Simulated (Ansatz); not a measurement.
Input and command of a calculation in Ansatz (plane waves; scalar-relativistic PAW potentials unless the input names others):

```yaml
crystal:
  lattice:
    - [5.1053779309, 0.0, 0.0]
    - [-2.5526889655, 4.4213869841, 0.0]
    - [0.0, 0.0, 5.585046796]
  atoms:
    - { symbol: Si, position: [0.0, 0.5, 0.3333333333], spin: 2.0 }
    - { symbol: Si, position: [0.5, 0.5, 0.6666666667] }
    - { symbol: Si, position: [0.5, 0.0, 0.0] }
    - { symbol: O, position: [0.5839605948, 0.7919802974, 0.8333333333] }
    - { symbol: O, position: [0.7919802974, 0.5839605948, 0.5] }
    - { symbol: O, position: [0.7919802974, 0.2080197026, 0.1666666667] }
    - { symbol: O, position: [0.4160394052, 0.2080197026, 0.8333333333] }
    - { symbol: O, position: [0.2080197026, 0.4160394052, 0.5] }
    - { symbol: O, position: [0.2080197026, 0.7919802974, 0.1666666667] }
basis:
  ecutwfc: 420
kpoints:
  mp_grid: { grid: [6, 6, 4] }
hamiltonian:
  xc: pbe
scf:
  occupations: { method: gaussian, width: 0.02 }
  max_iter: 50
output:
  forces: true
  eigenvalues: true
  stress: true
```

```bash
ansatz run input.yaml --threads 2 --pin off --max-ram 5120MiB --backend cpu --events-out ev --progress --plain --runs-dir out
```

**Question.** Will this input run?

**Answer.** The program refuses it, because of a moment without spin polarisation (crystal.atoms[0].spin: not typed → 2.0). Without that key it is accepted.

Abridged log:
```
Error: inconsistent input (magnetization.spin_polarized): false but per-atom `spin:`, `per_species`, `initial_magnetization`, `magnetic_field`, or `spin_locking` is set
```